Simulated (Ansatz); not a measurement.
# GaP: the cost of one run

Computed with Ansatz 0.2.0 (DFT LDA, all-electron LAPW, scalar-relativistic unless said, unless a step's input says otherwise).

### 1 The system as given

Symmetry: F-43m, No. 216, cubic system. Conventional cell: a = 5.391 Å, b = 5.391 Å, c = 5.391 Å, α = 90.00°, β = 90.00°, γ = 90.00°. Ga (site symmetry -43m) has 4 P at 2.33 Å as nearest neighbours. Around P (site symmetry -43m) lie 4 Ga at 2.33 Å.

As a file:

```
Ga P
1.0
     2.69569    2.69569    0.00000
    -2.69569    2.69569    0.00000
     0.00000    2.69569    2.69569
Ga P
1 1
Direct
  0.00000 0.00000 0.00000
  0.75000 0.25000 0.50000
```

Cartesian axes are those of the input's lattice vectors. The structure goes back to a database entry.

### 2 Reference run, fine mesh, LAPW

input.yaml reads:

```yaml
crystal:
  lattice:
    - [2.69568706006, 2.69568706006, 0.0]
    - [-2.69568706006, 2.69568706006, 0.0]
    - [0.0, 2.69568706006, 2.69568706006]
  atoms:
    - { symbol: Ga, position: [0.0, 0.0, 0.0] }
    - { symbol: P, position: [0.75, 0.25, 0.5] }
kpoints:
  mp_grid: { grid: [8, 8, 8] }
scf:
  occupations: { method: fixed }
hamiltonian:
  xc: lda
  pseudopotentials: { kind: all_electron, lapw: { basis_error: 0.001 } }
output:
  forces: true
  stress: true
  eigenvalues: true
  eigenstates:
    nscf_kmesh: { grid: [12, 12, 12] }
    de_dk: true
    e_range: [-9, 11.38623838744]
checkpoint:
  write: ck
  write_wavefunctions: false
```

The run is started by

```console
$ ansatz run input.yaml --threads 1 --pin off --max-ram 3072MiB --backend cpu --events-out ev --progress --plain --runs-dir out
```

What time and memory should one allow on 1 thread of Intel Xeon Platinum 8488C (Sapphire Rapids), shared host?

About 14 s, with a peak of 0.32 GiB.
